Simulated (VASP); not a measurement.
# Cu: convergence, relaxation of the cell

Cu, Fm-3m (no. 225), 1 atom in the cell. VdW-DF-cx; PAW potentials Cu (PBE set). VASP 6.6.1. The cell is changed on purpose: volume scaled by 0.95.

Wanted: cell volume within 0.2 %; lattice lengths within 0.1 %; shortest distances from each atom, periodic images included within 0.005 Å.

What the run is for: cell; Accuracy asked: standard.

The series start from Plane-wave cutoff (eV): 440; Smearing width (eV): 0.1; k-point mesh: 14 × 14 × 14; Relaxation passes: 2; Ionic threshold (EDIFFG): -0.005; Electronic threshold (eV): 1e-6; Precision mode (PREC): Accurate; Relaxation algorithm: IBRION=2 POTIM=0.5. Each series keeps the choices made before it, and each single choice may use up half of a tolerance. Times cover all steps of a run.

## Plane-wave cutoff (eV)

| Plane-wave cutoff (eV) | Cell volume (Å³) | Lattice lengths, largest deviation against the largest value | Shortest distances from each atom, periodic images included, largest deviation (Å) | Time (s) |
|---|---|---|---|---|
| 300 | 11.27 | 0.64 % | 0.0161 | 20 |
| 340 | 11.49 | 0.00079 % | 0.0000 | 25 |
| 380 | 11.45 | 0.12 % | 0.0030 | 21 |
| 440 | 11.43 | 0.17 % | 0.0044 | 43 |
| 520 | 11.48 | 0.023 % | 0.0006 | 55 |
| 620 | 11.49 | 0.0055 % | 0.0001 | 78 |
| 780 (reference) | 11.49 | 0 % | 0.0000 | 90 |

Chosen: 520, the loosest value from which every tighter one stays within half of the tolerance.

## Smearing width (eV)

| Smearing width (eV) | Cell volume (Å³) | Lattice lengths, largest deviation against the largest value | Shortest distances from each atom, periodic images included, largest deviation (Å) | Time (s) |
|---|---|---|---|---|
| 0.4 | 11.48 | 0.011 % | 0.0003 | 67 |
| 0.3 | 11.48 | 0.012 % | 0.0003 | 62 |
| 0.2 | 11.48 | 0.0075 % | 0.0002 | 60 |
| 0.15 | 11.48 | 0.0032 % | 0.0001 | 63 |
| 0.1 | 11.48 | 0.00039 % | 0.0000 | 55 |
| 0.05 (reference) | 11.48 | 0 % | 0.0000 | 57 |

Chosen: 0.4.

## k-point mesh

| k-point mesh | Cell volume (Å³) | Lattice lengths, largest deviation against the largest value | Shortest distances from each atom, periodic images included, largest deviation (Å) | Time (s) |
|---|---|---|---|---|
| 6 × 6 × 6 | 11.57 | 0.27 % | 0.0068 | 47 |
| 7 × 7 × 7 | 11.46 | 0.062 % | 0.0016 | 80 |
| 9 × 9 × 9 | 11.47 | 0.023 % | 0.0006 | 62 |
| 11 × 11 × 11 | 11.45 | 0.07 % | 0.0018 | 70 |
| 14 × 14 × 14 | 11.48 | 0.00039 % | 0.0000 | 67 |
| 18 × 18 × 18 (reference) | 11.48 | 0 % | 0.0000 | 92 |

Chosen: 14 × 14 × 14.

## Relaxation passes

| Relaxation passes | Cell volume (Å³) | Lattice lengths, largest deviation against the largest value | Shortest distances from each atom, periodic images included, largest deviation (Å) | Time (s) |
|---|---|---|---|---|
| 1 | 11.47 | 0.024 % | 0.0006 | 42 |
| 2 | 11.48 | 0.011 % | 0.0003 | 67 |
| 3 (reference) | 11.48 | 0 % | 0.0000 | 93 |

Chosen: 1.

## Ionic threshold (EDIFFG)

| Ionic threshold (EDIFFG) | Cell volume (Å³) | Lattice lengths, largest deviation against the largest value | Shortest distances from each atom, periodic images included, largest deviation (Å) | Time (s) |
|---|---|---|---|---|
| -0.05 | 11.47 | 0.015 % | 0.0004 | 39 |
| -0.02 | 11.47 | 0.015 % | 0.0004 | 37 |
| -0.01 | 11.47 | 0.015 % | 0.0004 | 41 |
| -0.005 | 11.47 | 0.015 % | 0.0004 | 42 |
| -0.002 (reference) | 11.48 | 0 % | 0.0000 | 40 |

Chosen: -0.05.

## Electronic threshold (eV)

| Electronic threshold (eV) | Cell volume (Å³) | Lattice lengths, largest deviation against the largest value | Shortest distances from each atom, periodic images included, largest deviation (Å) | Time (s) |
|---|---|---|---|---|
| 0.0001 | 11.49 | 0.034 % | 0.0008 | 29 |
| 1e-5 | 11.49 | 0.04 % | 0.0010 | 30 |
| 1e-6 | 11.47 | 0.0032 % | 0.0001 | 39 |
| 1e-7 (reference) | 11.48 | 0 % | 0.0000 | 45 |

Chosen: 1e-6.

## Precision mode (PREC)

| Precision mode (PREC) | Cell volume (Å³) | Lattice lengths, largest deviation against the largest value | Shortest distances from each atom, periodic images included, largest deviation (Å) | Time (s) |
|---|---|---|---|---|
| Normal | 11.48 | 0.0024 % | 0.0001 | 18 |
| Accurate (reference) | 11.47 | 0 % | 0.0000 | 39 |

Chosen: Normal.

## Relaxation algorithm

| Relaxation algorithm | Cell volume (Å³) | Lattice lengths, largest deviation against the largest value | Shortest distances from each atom, periodic images included, largest deviation (Å) | Time (s) |
|---|---|---|---|---|
| IBRION=2 POTIM=0.5 | 11.48 | 0 % | 0.0000 | 18 |
| IBRION=2 POTIM=0.2 | 11.48 | 0.011 % | 0.0003 | 15 |
| IBRION=1 POTIM=0.5 | 11.48 | 0.023 % | 0.0006 | 13 |
| IBRION=1 POTIM=0.2 | 11.47 | 0.017 % | 0.0004 | 14 |

Chosen: IBRION=1 POTIM=0.5; it saves 4.9 s of 18, so IBRION=2 POTIM=0.5 would do nearly as well.

## All choices together

| Input | Cell volume (Å³) | Lattice lengths, largest deviation against the largest value | Shortest distances from each atom, periodic images included, largest deviation (Å) | Time (s) |
|---|---|---|---|---|
| the program's defaults (naive) | 11.15 | 0.99 % | 0.0252 | 8.0 |
| chosen settings | 11.48 | 0.023 % | 0.0006 | 13 |
| reference settings throughout | 11.49 | 0 % | 0.0000 | 112 |

The tolerance is met.

Values of the reference run: Lattice lengths: 2.533, 2.533, 2.533 Å; Shortest distances from each atom, periodic images included: 2.533, 2.533, 2.533, 2.533 Å.

## The input

INCAR.step1:
```
SYSTEM = Cu
AGGAC    = 0.0          
ALGO     = Normal         ! electronic algorithm
EDIFF    = 1E-6           ! SCF threshold, eV
EDIFFG   = -0.05          ! ionic threshold
ENCUT    = 520            ! plane-wave cutoff, eV
GGA      = CX             ! functional
GGA_COMPAT= .FALSE.      
IBRION   = 1              ! ionic algorithm
ISIF     = 3              ! what is computed and relaxed
ISMEAR   = 1              ! smearing method
KPAR     = 2            
LASPH    = .TRUE.         ! aspherical terms in the spheres
LCHARG   = .FALSE.        ! write CHGCAR
LREAL    = .FALSE.        ! projectors in reciprocal space
LUSE_VDW = .TRUE.       
LWAVE    = .FALSE.        ! write WAVECAR
NELM     = 120            ! most SCF steps
NELMIN   = 4            
NSW      = 80             ! ionic steps
POTIM    = 0.5            ! step
PREC     = Normal         ! precision mode
SIGMA    = 0.4            ! smearing width, eV
```

INCAR.step2, as INCAR.step1 but for:
```
- EDIFFG = -0.05
- IBRION = 1
- ISIF = 3
- NELMIN = 4
- NSW = 80
- POTIM = 0.5
+ ISIF = 2
```

KPOINTS:
```
Automatic mesh
0
Gamma
  14 14 14
  0 0 0
```

POSCAR.step1:
```
Cu
1.0
    0.0000000000      1.7768584873      1.7768584873
    1.7768584873      0.0000000000      1.7768584873
    1.7768584873      1.7768584873      0.0000000000
Cu
1
Direct
    0.0000000000      0.0000000000      0.0000000000
```

Commands (each step's output is kept before the next begins):
```
cat potpaw_PBE.64/Cu/POTCAR > POTCAR
cp INCAR.step1 INCAR
cp POSCAR.step1 POSCAR
mpirun -np 2 vasp_std > vasp.out
cp CONTCAR POSCAR
cp INCAR.step2 INCAR
mpirun -np 2 vasp_std > vasp.out
```

The chosen input took VASP 6.6.1 13 s on 2 cores (Intel Xeon 6975P-C (Granite Rapids)), a shared host.
